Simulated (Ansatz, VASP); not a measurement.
## V in VASP and in Ansatz

```
V
1.0
    -1.49177    1.49177    1.49177
     1.49177   -1.49177    1.49177
     1.49177    1.49177   -1.49177
V
1
Cartesian
  0.0000 0.0000 0.0000
```

Alike in both runs: task single point; functional r2SCAN; k mesh 15 × 15 × 15; occupations gaussian, width 0.3 eV; no spin polarisation.

```csv
,VASP,Ansatz
version,VASP 6.6.1,Ansatz 0.2.0
potentials or method,"VASP PAW PBE potentials, release 64 (V_sv)","plane waves (500 eV) with PAW, scalar-relativistic"
plane-wave cutoff (eV),520,500
valence electrons in the cell,13,13
```

|  | VASP | Ansatz | Ansatz less VASP |
| --- | --- | --- | --- |
| pressure (GPa) | 0.9 | 0.2 | -0.71 |

Caveats: the PAW data sets were made with another functional, which shifts forces and pressure a little (VASP).
